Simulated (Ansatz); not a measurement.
Input and output for Rh (begun as hcp type, now P6_3/mmc): DFT, PBE, PAW with Ansatz's default frozen-core files, scalar-relativistic (Ansatz 0.2.0). This run: bulk in the slab's orientation.

The cell comes from a relaxation on PAW files under the same functional, begun from a prototype that needn't be the stable phase.

Command: `ansatz run input.yaml --threads 3 --pin off --max-ram 8192MiB --backend cpu --events-out ev --progress --plain --runs-dir out` It took 12 s on 3 threads of Arm Neoverse N1, with other jobs on the host, peak memory 0.57 GiB.

```yaml
crystal:
  lattice:
    - [-1.3627865838, 2.3604156031, 0.0]
    - [0.0, 0.0, 4.3908388266]
    - [4.0883597515, 2.360415603, 0.0]
  atoms:
    - { symbol: Rh, position: [0.5, 0.25, 0.166666667] }
    - { symbol: Rh, position: [0.0, 0.25, 0.666666667] }
    - { symbol: Rh, position: [0.0, 0.75, 0.333333333] }
    - { symbol: Rh, position: [0.5, 0.75, 0.833333333] }
kpoints:
  mp_grid: { grid: [13, 8, 8] }
scf:
  occupations: { method: fermi_dirac, width: 0.1 }
hamiltonian:
  xc: pbe
  pseudopotentials: { kind: paw }
output:
  forces: true
  stress: true
  eigenvalues: true
  write_density: true
  write_potential: true
  elf: true
  volumetric_format: npy
```

Output:

```
Engine: ansatz 0.2.0
Pseudopotentials: kind: paw
Pseudopotential: Rh, paw, valence charge 17, recommended cutoff 420 eV (normal), Rh.paw.azcp
Functional definition: PBE
  parameter kappa = 0.804
  parameter beta = 0.06672455060314922
  exchange = pbe_x(kappa = kappa, mu = beta*pi^2/3)
  correlation = pbe_c(beta = beta)
Crystal: 4 atoms, lattice volume = 56.497 Å³
Basis set: ecut = 420 eV, 1105 PW (Γ), exchange–correlation on 40×60×64 points (8 copies of the dense FFT grid, shifted against one another)
Bands: 41, of which v1, the nominal top of the filled ones, is band 34 counted from 1 (33 counted from 0)
Symmetry: 16 space group operations
Space group: P63/mmc (ITA 194), of the structure as read, at distance tolerance 3.8e-5 Å
k-points: 175 of 832
Non-local potential: Rh, projectors of the file, l = 0: 3, l = 1: 2, l = 2: 2, l = 3: 1
PAW form: soft (Blöchl's): semilocal exchange-correlation on the pseudo side does not see the compensation charge
PAW one-centre angular grid: Rh, 590 points (default); XC on 64 Gauss nodes
Initial density: superposition of atomic densities (neutral atoms: chi_scale 0, normalization atom), corrected by the library's trained network
Initial wavefunctions: pseudopotential atomic-orbital guess
Functional: x = pbe(κ = 0.804, μ = 0.2195149727645171), c = pbe(β = 0.06672455060314922)
SCF iter   1: F=—  HF=-25611.510607 eV  |F-HF|=—  |Δ(HF+E_count)|=         —  Δρ=7.00e-3  dr2=4.48e-3  ethr=1.77e-3  ⟨swp⟩=5.4  Hψ=23232  notcnv=0
preconditioner: auto → Kerker (q_TF=auto, 2.814 Å⁻¹)  [metal: Δε(μ)=0.004 eV  Ē_g=6.355 eV  σ=0.100 eV  W_gap=0.01  n_scr=20 (ndim 8)  ℏωp=29.6 eV  f_vac=0.000  D(μ)=7.01/eV (n_scr^D=92)]
SCF iter   2: F=—  HF=-25611.515805 eV  |F-HF|=—  |Δ(HF+E_count)|=   5.20e-3  Δρ=3.92e-3  dr2=1.54e-3  ethr=6.59e-6  ⟨swp⟩=1.9  Hψ=11098  notcnv=0
SCF iter   3: F=—  HF=-25611.517071 eV  |F-HF|=—  |Δ(HF+E_count)|=   1.27e-3  Δρ=3.45e-4  dr2=2.91e-5  ethr=2.27e-6  ⟨swp⟩=2.0  Hψ=9692  notcnv=0
SCF iter   4: F=—  HF=-25611.517149 eV  |F-HF|=—  |Δ(HF+E_count)|=   7.79e-5  Δρ=1.59e-4  dr2=4.27e-6  ethr=4.28e-8  ⟨swp⟩=2.2  Hψ=10937  notcnv=0
SCF iter   5: F=—  HF=-25611.517152 eV  |F-HF|=—  |Δ(HF+E_count)|=   2.80e-6  Δρ=2.08e-5  dr2=1.85e-7  ethr=6.29e-9  ⟨swp⟩=2.0  Hψ=10242  notcnv=0
SCF iter   6: F=-25611.517152 eV  HF=-25611.517152 eV  |F-HF|=5.84e-9  |Δ(HF+E_count)|=   7.95e-9  Δρ=4.54e-6  dr2=1.02e-8  ethr=1.47e-10  ⟨swp⟩=7.3  Hψ=42715  notcnv=0
SCF 1 converged in 6 iterations: F = -25611.517152 eV  dr2 = 1.02e-8
  greatest PAW one-centre occupation: 1.000 electrons in one spin orbital (limit 2), on the Rh atom at site 3 (counted from 0), in its partial waves of l = 0
SCF converged after 6 iterations
Free energy (F): -25611.517152 eV
Harris-Foulkes:  -25611.517152 eV  (|F-HF|=5.84e-9)
Internal energy: -25611.286749 eV  (E = F + TS)
E sigma→0 (E₀):  -25611.401950 eV
Entropy (-TS):   -0.230403 eV (-57.601 meV/atom)
Fermi energy:    21.716993 eV
--- Per-component energies (eV) ---
  E_band       = -384.454572
  E_kinetic    = 2291.112143
  E_local      = -6388.376726  (includes V_loc(G=0)·N_el)
  E_nonlocal   = 1418.713727
  E_hartree    = 2245.765340
  E_xc         = -886.749405
  E_vxc        = -1113.123740  (∫ρ·V_xc dr)
  E_paw        = -14347.619646  (= ΣΔE_a)
  E_vpaw       = -1084.322193  (= ΣTr[D̂ρ^β])
  E_aug_tail   = 0.003469  (compensation charges beyond the density's cutoff)
  E_ewald      = -9944.135651
  E_smearing   = -0.230403  (= −TS)
  E_closure    = 0.000000  (closes the sum)
  Σ components = -25611.517152   (vs F -25611.517152, Δ=0.00e0)
--- Forces (eV/Å), atoms counted from 1 ---
  atom   1  Rh     0.00229486     0.00132494     0.00000000
  atom   2  Rh     0.00229486     0.00132494     0.00000000
  atom   3  Rh    -0.00229486    -0.00132494     0.00000000
  atom   4  Rh    -0.00229486    -0.00132494     0.00000000
  max |Σ_I F_I| component: 3.04e-18 eV/Å
--- Stress (GPa, compression-positive) ---
        0.118036       0.089536       0.000000
        0.089536       0.014649      -0.000000
       -0.000000       0.000000      -0.100540
  P = ⅓ Tr σ = 0.0107 GPa (0.107 kbar)
--- Band table (eV; the first three rows and the last of 175) ---
  k-point 0: bands = ["-57.1449", "-57.0462", "-57.0383", "-57.0112", "-25.3461", "-25.2347", "-25.1257", "-25.0497", "-24.8955", "-24.8249", "-24.7461", "-24.7444", "-24.7315", "-24.6545", "-24.6456", "-24.6439", "13.8618", "15.7347", "15.8358", "16.3580", "16.4073", "18.5372", "18.7713", "18.8079", "18.8083", "19.1383", "19.3171", "19.3175", "19.5844", "19.6350", "19.8615", "19.8624", "21.8538", "21.8547", "22.1101", "22.3351", "22.4094", "22.5130", "24.6624", "26.7199", "30.1407"]
  k-point 1: bands = ["-57.1416", "-57.0512", "-57.0369", "-57.0111", "-25.3378", "-25.2160", "-25.1082", "-25.0689", "-24.8901", "-24.8105", "-24.7630", "-24.7522", "-24.7280", "-24.6633", "-24.6581", "-24.6485", "13.9968", "15.8343", "15.8907", "16.4146", "16.4521", "18.5341", "18.5765", "18.9090", "19.0218", "19.1743", "19.2666", "19.4100", "19.4156", "19.5377", "19.7464", "19.7909", "21.0305", "21.8916", "21.9565", "22.2412", "22.3271", "23.5130", "23.6524", "27.9177", "30.1287"]
  k-point 2: bands = ["-57.1322", "-57.0640", "-57.0328", "-57.0119", "-25.3135", "-25.1628", "-25.1148", "-25.0582", "-24.8747", "-24.8160", "-24.7784", "-24.7694", "-24.7182", "-24.7178", "-24.6688", "-24.6571", "14.3850", "16.0304", "16.1001", "16.4062", "16.7316", "18.2433", "18.6914", "18.9417", "19.0864", "19.2041", "19.2791", "19.2965", "19.3123", "19.3446", "19.6056", "19.6799", "20.2960", "21.5287", "21.8051", "21.9839", "22.2843", "22.3019", "24.8838", "29.6146", "30.0974"]
  k-point 174: bands = ["-57.0292", "-57.0292", "-57.0292", "-57.0292", "-25.2800", "-25.2800", "-25.2800", "-25.2800", "-24.8353", "-24.8353", "-24.8353", "-24.8353", "-24.8096", "-24.8096", "-24.8096", "-24.8096", "15.8920", "15.8920", "15.8920", "15.8920", "17.1553", "17.1553", "17.1553", "17.1553", "20.0888", "20.0888", "20.0888", "20.0888", "21.3808", "21.3808", "21.3808", "21.3808", "22.2507", "22.2507", "22.2507", "22.2507", "24.3160", "24.3160", "24.3160", "24.3160", "30.9359"]
```

Next run, as changes to the input before:

```diff
   lattice:
-    - [-1.3627865838, 2.3604156031, 0.0]
-    - [0.0, 0.0, 4.3908388266]
-    - [4.0883597515, 2.360415603, 0.0]
+    - [2.7255731676, 0.0, 0.0]
+    - [0.0, 4.3908388266, 0.0]
+    - [0.0, 0.0, 23.8681]
   atoms:
-    - { symbol: Rh, position: [0.5, 0.25, 0.166666667] }
-    - { symbol: Rh, position: [0.0, 0.25, 0.666666667] }
-    - { symbol: Rh, position: [0.0, 0.75, 0.333333333] }
-    - { symbol: Rh, position: [0.5, 0.75, 0.833333333] }
+    - { symbol: Rh, position: [0.0, 0.75, 0.3351764067] }
+    - { symbol: Rh, position: [0.5, 0.25, 0.3681411256] }
+    - { symbol: Rh, position: [0.5, 0.75, 0.4340705628] }
+    - { symbol: Rh, position: [0.0, 0.25, 0.4670352811] }
+    - { symbol: Rh, position: [0.0, 0.75, 0.5329647189] }
+    - { symbol: Rh, position: [0.5, 0.25, 0.5659294372] }
+    - { symbol: Rh, position: [0.5, 0.75, 0.6318588744] }
+    - { symbol: Rh, position: [0.0, 0.25, 0.6648235933] }
 kpoints:
-  mp_grid: { grid: [13, 8, 8] }
+  mp_grid: { grid: [13, 8, 1] }
 scf:
   eigenvalues: true
-  write_density: true
-  write_potential: true
-  elf: true
-  volumetric_format: npy
+  populations: true
+efield:
+  axis: 3
+  amplitude: 0
+  dipole_correction: true
```

Results part of the output:

```
SCF 1 converged in 9 iterations: F = -51219.832911 eV  dr2 = 1.08e-8
  greatest PAW one-centre occupation: 1.000 electrons in one spin orbital (limit 2), on the Rh atom at site 3 (counted from 0), in its partial waves of l = 0
SCF converged after 9 iterations
Free energy (F): -51219.832911 eV
Harris-Foulkes:  -51219.832911 eV  (|F-HF|=1.63e-8)
Internal energy: -51219.357187 eV  (E = F + TS)
E sigma→0 (E₀):  -51219.595049 eV
Entropy (-TS):   -0.475724 eV (-59.466 meV/atom)
Fermi energy:    5.516662 eV
Dipole field:    D = -0.000001 V/Å  (p = -0.000002 e·Å, saw-weighted, corrected)
Work function:   Φ+ = 5.0436 eV   Φ− = 5.0435 eV
Levels:          The Fermi level and band energies are counted from a zero that moves with the ramp; work functions are not
--- Per-component energies (eV) ---
  E_band       = -2930.407273
[... lines left out ...]
  k-point 1: bands = ["-73.3216", "-73.2698", "-73.2271", "-73.2082", "-72.9036", "-72.9034", "-72.6038", "-72.6038", "-41.4578", "-41.3762", "-41.2745", "-41.2675", "-41.0676", "-41.0645", "-41.0555", "-41.0236", "-40.9817", "-40.9722", "-40.9155", "-40.8754", "-40.8704", "-40.8660", "-40.6544", "-40.6421", "-40.6334", "-40.6326", "-40.4319", "-40.4318", "-40.4240", "-40.4231", "-40.3215", "-40.3212", "-1.6726", "-0.5675", "-0.0727", "-0.0245", "0.0946", "0.3288", "0.6136", "0.8441", "1.0224", "1.6963", "2.1144", "2.3359", "2.4439", "2.6219", "2.6270", "2.8437", "2.8639", "2.8660", "3.0476", "3.1025", "3.1211", "3.3283", "3.4448", "3.4691", "3.5700", "3.7241", "3.8971", "3.9165", "4.1036", "4.1335", "4.3208", "4.3518", "4.5949", "4.9206", "5.0492", "5.1941", "5.2778", "5.7712", "5.7947", "5.9708", "5.9832", "6.0085", "6.2867", "6.3104", "6.9124", "7.5006", "9.0525", "10.2688", "10.4838", "11.0560"]
  k-point 2: bands = ["-73.3120", "-73.2674", "-73.2331", "-73.2137", "-72.9025", "-72.9023", "-72.6053", "-72.6053", "-41.4071", "-41.4030", "-41.2960", "-41.2144", "-41.0851", "-41.0778", "-41.0392", "-40.9858", "-40.9687", "-40.9510", "-40.9318", "-40.9012", "-40.8833", "-40.8704", "-40.6604", "-40.6563", "-40.6259", "-40.6253", "-40.4483", "-40.4464", "-40.4397", "-40.4396", "-40.3163", "-40.3163", "-1.2460", "-0.3885", "-0.0187", "0.0481", "0.1413", "0.4047", "0.7724", "0.9343", "1.3876", "1.4130", "2.0113", "2.0245", "2.3896", "2.3966", "2.4746", "2.6188", "2.7591", "2.8442", "2.8989", "3.0673", "3.1681", "3.3219", "3.3638", "3.4143", "3.5594", "3.8002", "4.1605", "4.2661", "4.3266", "4.4093", "4.4153", "4.6619", "4.9118", "5.0901", "5.1119", "5.1360", "5.4885", "5.6740", "5.6940", "5.8311", "5.9210", "5.9253", "6.1389", "6.1713", "6.1794", "7.4312", "7.7235", "9.3493", "10.3127", "10.4717"]
  k-point 34: bands = ["-73.2454", "-73.2454", "-73.2042", "-73.2042", "-72.8704", "-72.8704", "-72.5762", "-72.5762", "-41.4402", "-41.4402", "-41.4127", "-41.4127", "-41.1694", "-41.1694", "-41.1307", "-41.1307", "-41.0330", "-41.0330", "-40.9927", "-40.9927", "-40.9544", "-40.9544", "-40.8948", "-40.8948", "-40.6493", "-40.6493", "-40.6266", "-40.6266", "-40.4403", "-40.4403", "-40.3032", "-40.3032", "0.0292", "0.0292", "0.0648", "0.0648", "0.6620", "0.6620", "0.9591", "0.9591", "1.2550", "1.2550", "1.4018", "1.4018", "2.0089", "2.0089", "2.1565", "2.1565", "3.0739", "3.0739", "3.5640", "3.5640", "3.8171", "3.8171", "3.9517", "3.9517", "4.2329", "4.2329", "4.3334", "4.3334", "5.2618", "5.2618", "5.4000", "5.4000", "5.6973", "5.6973", "5.8899", "5.8899", "6.1687", "6.1687", "6.2043", "6.2043", "8.2805", "8.2805", "8.5235", "8.5235", "9.0194", "9.0194", "10.0771", "10.0771", "13.0675", "13.0675"]
--- Löwdin populations: 8 sites ---
  site symbol       q [e]
     0     Rh     16.9168
     1     Rh     16.9398
     2     Rh     16.8856
     3     Rh     16.8749
     4     Rh     16.8749
     5     Rh     16.8856
     6     Rh     16.9398
     7     Rh     16.9168
  spilling = 0.005631 (of n_electrons = 136.000000)
```

Next run (atoms relaxed), as changes to the input before:

```diff
   eigenvalues: true
-  populations: true
+relax:
+  f_tol: 0.01
+  max_steps: 40
 efield:
```

Results part of the output:

```
Warning: output.stress: scf.convergence.dr2_threshold = 1e-7 eV (the SCF's general default) is looser than the 8e-10 eV advised for a printed stress (1e-10 eV for each atom of the cell: 8). What an SCF threshold leaves in a stress goes as its square root, and in the free energy as the threshold itself, and one threshold admits the most on a small cell: of the crystals measured, under no hybrid fun
SCF converged after 3 iterations
Free energy (F): -51219.951570 eV
Harris-Foulkes:  -51219.951570 eV  (|F-HF|=4.58e-9)
Internal energy: -51219.497585 eV  (E = F + TS)
E sigma→0 (E₀):  -51219.724577 eV
Entropy (-TS):   -0.453985 eV (-56.748 meV/atom)
Fermi energy:    5.493190 eV
Dipole field:    D = -0.000000 V/Å  (p = -0.000000 e·Å, saw-weighted, corrected)
Work function:   Φ+ = 5.0958 eV   Φ− = 5.0958 eV
Levels:          The Fermi level and band energies are counted from a zero that moves with the ramp; work functions are not
--- Per-component energies (eV) ---
  E_band       = -2941.200586
[... lines left out ...]
  k-point 2: bands = ["-73.3663", "-73.3257", "-73.2910", "-73.2753", "-72.9189", "-72.9188", "-72.7268", "-72.7267", "-41.4708", "-41.4667", "-41.3715", "-41.2936", "-41.1423", "-41.1173", "-41.1099", "-41.0439", "-41.0415", "-41.0092", "-40.9820", "-40.9804", "-40.9434", "-40.9379", "-40.6728", "-40.6708", "-40.6647", "-40.6640", "-40.5391", "-40.5388", "-40.5337", "-40.5294", "-40.4293", "-40.4285", "-1.3441", "-0.4964", "-0.1636", "-0.0521", "0.0293", "0.1998", "0.5971", "0.7575", "1.2387", "1.3793", "1.8323", "1.9834", "2.2898", "2.3685", "2.5407", "2.6038", "2.6183", "2.7515", "2.7669", "2.9796", "3.0975", "3.1211", "3.3757", "3.4398", "3.4464", "3.5601", "3.9699", "4.1559", "4.2107", "4.2775", "4.4308", "4.6119", "4.8336", "5.0145", "5.1288", "5.1926", "5.4475", "5.6878", "5.7155", "5.8110", "5.9528", "5.9647", "6.1664", "6.1845", "6.2868", "7.4339", "7.6465", "9.2302", "10.5485", "10.5721"]
  k-point 34: bands = ["-73.2915", "-73.2915", "-73.2738", "-73.2738", "-72.8837", "-72.8837", "-72.7008", "-72.7008", "-41.5226", "-41.5226", "-41.4719", "-41.4719", "-41.2817", "-41.2817", "-41.1641", "-41.1641", "-41.0755", "-41.0755", "-41.0493", "-41.0493", "-41.0081", "-41.0081", "-40.9860", "-40.9860", "-40.6969", "-40.6969", "-40.6316", "-40.6316", "-40.5323", "-40.5323", "-40.4256", "-40.4256", "-0.1006", "-0.1006", "-0.0767", "-0.0767", "0.5099", "0.5099", "0.6584", "0.6584", "1.1406", "1.1406", "1.2005", "1.2005", "1.7732", "1.7732", "1.9135", "1.9135", "3.1298", "3.1298", "3.5754", "3.5754", "3.7791", "3.7791", "3.8313", "3.8313", "4.3208", "4.3208", "4.4067", "4.4067", "5.3220", "5.3220", "5.4050", "5.4050", "5.7130", "5.7130", "5.8774", "5.8774", "6.2324", "6.2324", "6.2584", "6.2584", "8.1841", "8.1841", "8.5001", "8.5001", "8.9157", "8.9157", "10.0195", "10.0195", "13.1079", "13.1079"]
--- Relaxed structure (5 steps of the walk, 5 accepted, 0 SCFs on fresh bases) ---
  F+E_penalty+E_count = -51219.95156968 eV   max|allowed force component| = 9.716e-3 eV/Å
  atoms:
    - { symbol: Rh, position: [0.0, 0.75, 0.34067954609020795] }
    - { symbol: Rh, position: [0.5, 0.25, 0.3669700704170125] }
    - { symbol: Rh, position: [0.5, 0.75, 0.4358231929999553] }
    - { symbol: Rh, position: [0.0, 0.25, 0.4669132143868711] }
    - { symbol: Rh, position: [0.0, 0.75, 0.5330867853452048] }
    - { symbol: Rh, position: [0.5, 0.25, 0.5641768064469417] }
    - { symbol: Rh, position: [0.5, 0.75, 0.6330299295933889] }
    - { symbol: Rh, position: [0.0, 0.25, 0.6593204547204181] }
```

Next run (core holes in 3d of Rh), as changes to the input before:

```diff
   atoms:
-    - { symbol: Rh, position: [0.0, 0.75, 0.3351764067] }
-    - { symbol: Rh, position: [0.5, 0.25, 0.3681411256] }
-    - { symbol: Rh, position: [0.5, 0.75, 0.4340705628] }
-    - { symbol: Rh, position: [0.0, 0.25, 0.4670352811] }
-    - { symbol: Rh, position: [0.0, 0.75, 0.5329647189] }
-    - { symbol: Rh, position: [0.5, 0.25, 0.5659294372] }
-    - { symbol: Rh, position: [0.5, 0.75, 0.6318588744] }
-    - { symbol: Rh, position: [0.0, 0.25, 0.6648235933] }
+    - { symbol: Rh, position: [0.0, 0.75, 0.3406795461] }
+    - { symbol: Rh, position: [0.5, 0.25, 0.3669700704] }
+    - { symbol: Rh, position: [0.5, 0.75, 0.435823193] }
+    - { symbol: Rh, position: [0.0, 0.25, 0.4669132144] }
+    - { symbol: Rh, position: [0.0, 0.75, 0.5330867853] }
+    - { symbol: Rh, position: [0.5, 0.25, 0.5641768064] }
+    - { symbol: Rh, position: [0.5, 0.75, 0.6330299296] }
+    - { symbol: Rh, position: [0.0, 0.25, 0.6593204547] }
 kpoints:
   eigenvalues: true
-relax:
-  f_tol: 0.01
-  max_steps: 40
-efield:
-  axis: 3
-  amplitude: 0
-  dipole_correction: true
+  core_levels:
+    shells: { Rh: ["3d"] }
+    counted_from: fermi_level
+    add_spin: false
```

Command: `ansatz run input.yaml --threads 3 --pin off --max-ram 8192MiB --backend cpu --events-out ev --progress --plain --runs-dir out` It took 5 min on 3 threads of Arm Neoverse N1, on a shared host, peak memory 1.1 GiB.

Results part of the output:

```
SCF 1 converged in 8 iterations: F = -51219.951570 eV  dr2 = 3.92e-8
  greatest PAW one-centre occupation: 1.000 electrons in one spin orbital (limit 2), on the Rh atom at site 5 (counted from 0), in its partial waves of l = 0
── core hole 1/4: 3d of Rh 0 ──
── 3d of Rh 0: 306.084 eV over the cell without the hole, in 11 iterations ──
── core hole 2/4: 3d of Rh 1 ──
── 3d of Rh 1: 306.334 eV over the cell without the hole, in 11 iterations ──
── core hole 3/4: 3d of Rh 2 ──
── 3d of Rh 2: 306.671 eV over the cell without the hole, in 11 iterations ──
── core hole 4/4: 3d of Rh 3 ──
── 3d of Rh 3: 306.658 eV over the cell without the hole, in 11 iterations ──
SCF converged after 8 iterations
[... lines left out ...]
  k-point 2: bands = ["-73.3663", "-73.3257", "-73.2910", "-73.2753", "-72.9189", "-72.9188", "-72.7267", "-72.7267", "-41.4708", "-41.4667", "-41.3714", "-41.2935", "-41.1423", "-41.1172", "-41.1099", "-41.0439", "-41.0415", "-41.0092", "-40.9820", "-40.9804", "-40.9434", "-40.9379", "-40.6727", "-40.6707", "-40.6647", "-40.6640", "-40.5391", "-40.5387", "-40.5337", "-40.5293", "-40.4293", "-40.4284", "-1.3441", "-0.4964", "-0.1636", "-0.0521", "0.0293", "0.1998", "0.5971", "0.7575", "1.2387", "1.3793", "1.8323", "1.9834", "2.2898", "2.3685", "2.5407", "2.6038", "2.6183", "2.7515", "2.7669", "2.9796", "3.0976", "3.1211", "3.3757", "3.4398", "3.4464", "3.5601", "3.9699", "4.1559", "4.2107", "4.2775", "4.4308", "4.6120", "4.8336", "5.0146", "5.1289", "5.1926", "5.4475", "5.6878", "5.7155", "5.8110", "5.9528", "5.9648", "6.1664", "6.1845", "6.2868", "7.4339", "7.6465", "9.2302", "10.5491", "10.5729"]
  k-point 34: bands = ["-73.2915", "-73.2915", "-73.2737", "-73.2737", "-72.8836", "-72.8836", "-72.7008", "-72.7008", "-41.5225", "-41.5225", "-41.4719", "-41.4719", "-41.2817", "-41.2817", "-41.1641", "-41.1641", "-41.0755", "-41.0755", "-41.0493", "-41.0493", "-41.0081", "-41.0081", "-40.9860", "-40.9860", "-40.6969", "-40.6969", "-40.6315", "-40.6315", "-40.5323", "-40.5323", "-40.4255", "-40.4255", "-0.1006", "-0.1006", "-0.0767", "-0.0767", "0.5099", "0.5099", "0.6584", "0.6584", "1.1406", "1.1406", "1.2005", "1.2005", "1.7732", "1.7732", "1.9136", "1.9136", "3.1298", "3.1298", "3.5755", "3.5755", "3.7791", "3.7791", "3.8313", "3.8313", "4.3208", "4.3208", "4.4067", "4.4067", "5.3221", "5.3221", "5.4050", "5.4050", "5.7130", "5.7130", "5.8775", "5.8775", "6.2324", "6.2324", "6.2585", "6.2585", "8.1841", "8.1841", "8.5001", "8.5001", "8.9157", "8.9157", "10.0195", "10.0195", "13.1079", "13.1079"]
--- Core levels from the Fermi level (as output.core_levels.counted_from types it; a hole's nearest image at 2.7 Å) ---
  the holes have no spin, as output.core_levels.add_spin types it
  atom         alike  shell      binding/eV   shift/eV difference/eV images/eV   SCF
  Rh 0             2     3d         306.084     +0.000       306.084         –    11
  Rh 1             2     3d         306.334     +0.250       306.334         –    11
  Rh 2             2     3d         306.671     +0.586       306.671         –    11
  Rh 3             2     3d         306.658     +0.574       306.658         –    11
  the dataset of Rh with a 3d hole: scattering error 0.003 eV; free atom: scalar-relativistic, large and small components
  the two lines of Rh's 3d: 3d3/2 +2.836 eV and 3d5/2 -1.890 eV off its levels, 2 : 3 in strength
```
